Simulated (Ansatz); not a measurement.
## Elastic constants of CdTe at 1.9 GPa (stress–strain coefficients): input and output

Level of theory: Ansatz, DFT r2SCAN+D3(BJ), scalar-relativistic, plane waves, PAW.

Launched with:
```bash
ansatz run input.yaml --threads 1 --pin off --max-ram 2560MiB --backend cpu --events-out ev --progress --plain --runs-dir out
```

Input (bare energies are in eV):
```yaml
crystal:
  lattice:
    - [3.6996, 0.0, 0.0]
    - [0.0, 3.6996, 0.0]
    - [0.0, 0.0, 3.6996]
  atoms:
    - { symbol: Cd, position: [0.0, 0.0, 0.0] }
    - { symbol: Te, position: [0.5, 0.5, 0.5] }
basis:
  ecutwfc: 500
kpoints:
  mp_grid: { grid: [12, 12, 12] }
hamiltonian:
  xc: r2scan
  dispersion: d3bj
scf:
  occupations: { method: fermi_dirac, width: 0.15 }
output:
  forces: true
  stress: true
  eigenvalues: true
elastic:
  mode: relaxed_ion
  amplitude: 0.005
```

From the output:
```
--- Elastic constants: 2 strain directions × 4 members + reference (group order 48) ---
  dense FFT box of the reference and of every strained cell: 30×30×30
  strains applied: 11, 23; error gains: componentwise 1.00 (the most a stress slope's error grows in a printed constant), spectral 1.73 (1 for all six strains in a standard setting)
  pairwise dispersion correction: d3bj (s6 = 1.0, s8 = 0.78981345, a1 = 0.49484001, a2_bohr = 5.73083694), with the weights of each atom's references fixed at the reference crystal's, and the forces and stress that the weights' published ...
  C = ∂σ_k/∂η_j (tension-positive GPa; Voigt order 11 22 33 23 13 12):
        59.789     62.110     62.110     -0.000     -0.000     -0.000
        62.110     59.789     62.110     -0.000     -0.000     -0.000
        62.110     62.110     59.789     -0.000     -0.000     -0.000
         0.000     -0.000      0.000     -7.468      0.000     -0.000
        -0.000     -0.000      0.000     -0.000     -7.468     -0.000
         0.000     -0.000     -0.000     -0.000      0.000     -7.468
  reference stress σ⁰ (GPa):     -1.857     -1.857     -1.857     -0.000     -0.000      0.000
  C* (energy form; C + prestress term) asymmetry max|C*_kj − C*_jk| = 1.421e-14 GPa — a small one proves nothing (zero by symmetry where the batch's group is 432, −43m or m−3m); a large one is finite-difference/SCF noise where every solve ...
  moduli (Voigt/Reuss/Hill, GPa): K = 61.34/61.34/61.34   G = -4.94/-2.35/-3.65   E = -11.17   ν = 0.530
  mechanically stable: NO (min eigenvalue of sym C = -7.47 GPa)
  strain η (Voigt 11):  stress-route row diagonal C_11 = 59.79 GPa, energy-path curvature d²(F+E_count+ΔE)/dδ²/Ω₀ = 59.80 GPa
    cells at ±δ against ±2δ: C11 59.81 and 59.86 GPa, apart by 0.08 % of the column's largest entry
         δ    σ_11 (GPa) F (eV) n_scf n_hpsi n_pw
    -1.000e-2      -2.4632      -15263.3325855      12  106990   1312   relax 0 steps, max|allowed force component| 1.10e-29 eV/Å
    -5.000e-3      -2.1580      -15263.3362364       5   77341   1328   relax 0 steps, max|allowed force component| 1.85e-29 eV/Å
     5.000e-3      -1.5600      -15263.3421104       5   73502   1332   relax 0 steps, max|allowed force component| 0.00e0 eV/Å
     1.000e-2      -1.2661      -15263.3443411      10   90552   1332   relax 0 steps, max|allowed force component| 1.89e-29 eV/Å
  strain η (Voigt 23):  stress-route row diagonal C_44 = -7.47 GPa, energy-path curvature d²(F+E_count+ΔE)/dδ²/Ω₀ = -6.53 GPa
    cells at ±δ against ±2δ: C44 -7.47 and -7.48 GPa, apart by 0.10 % of the column's largest entry
         δ    σ_23 (GPa) F (eV) n_scf n_hpsi n_pw
    -1.000e-2       0.0748      -15263.3395121      10  150270   1328   relax 0 steps, max|allowed force component| 7.10e-30 eV/Å
    -5.000e-3       0.0374      -15263.3394341       5  122012   1328   relax 0 steps, max|allowed force component| 6.31e-30 eV/Å
     5.000e-3      -0.0374      -15263.3394341       5  118191   1328   relax 0 steps, max|allowed force component| 3.16e-30 eV/Å
     1.000e-2      -0.0748      -15263.3395121       9  128420   1328   relax 0 steps, max|allowed force component| 2.96e-30 eV/Å
```

It took 9.4 min on 1 thread of Arm Neoverse N1, on a shared host, peak memory 0.8 GiB.

The cell is the ideal cubic caesium chloride prototype; this isn't the usual structure of the compound. In a metal, frequencies and elastic constants depend on the k mesh and the smearing, soft modes and shear constants most.

As the tensor has a negative eigenvalue, the Reuss and Hill moduli of a polycrystal, and E and ν formed from them, have no physical meaning here.

The least eigenvalue is -7.5 GPa; in a metal on this mesh the verdict on stability isn't firm within about 20 GPa or a tenth of the bulk modulus.